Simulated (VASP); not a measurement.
Input of a VASP 6.6.1 run:

INCAR

```
SYSTEM = Te2Mo
PREC = Accurate
ENCUT = 600
EDIFF = 1E-6
ISMEAR = 0
SIGMA = 0.03
LREAL = .False.
LASPH = .True.
NELM = 80
ALGO = Normal
ISIF = 3
LWAVE = .False.
LCHARG = .False.
GGA = PE
IVDW = 12
IBRION = 2
NSW = 90
EDIFFG = -0.01
KPAR = 2
```

File KPOINTS:

```
regular mesh
0
Gamma
  9 9 2
  0 0 0
```

File POSCAR:

```
Te2Mo
1.0
    3.5182000000      0.0000000000      0.0000000000
   -1.7591000000      3.0468505800      0.0000000000
    0.0000000000      0.0000000000     13.9736000000
Te Mo
4 2
Direct
    0.3333333300      0.6666666700      0.6210000000
    0.6666666700      0.3333333300      0.1210000000
    0.3333333300      0.6666666700      0.8790000000
    0.6666666700      0.3333333300      0.3790000000
    0.3333333300      0.6666666700      0.2500000000
    0.6666666700      0.3333333300      0.7500000000
```

Potentials or basis: VASP PAW PBE potentials, release 64 (Te, Mo_sv).

The run is started by

```console
$ cat potpaw_PBE.64/Te/POTCAR potpaw_PBE.64/Mo_sv/POTCAR > POTCAR
$ mpirun -np 2 vasp_std > vasp.out
```

Question: Predict the relaxed volume.

Answer: 24.15 Å³/atom.

Question: Estimate the relaxed cell.

Answer: a = 3.496 Å, b = 3.496 Å, c = 13.695 Å, α = 90.00°, β = 90.00°, γ = 120.00°.

Forces in eV/Å, atoms in the order of the input:
```
Te   0.000  0.000 -0.003
Te   0.000  0.000 -0.003
Te   0.000  0.000  0.003
Te   0.000  0.000  0.003
Mo   0.000  0.000  0.000
Mo   0.000  0.000  0.000
```
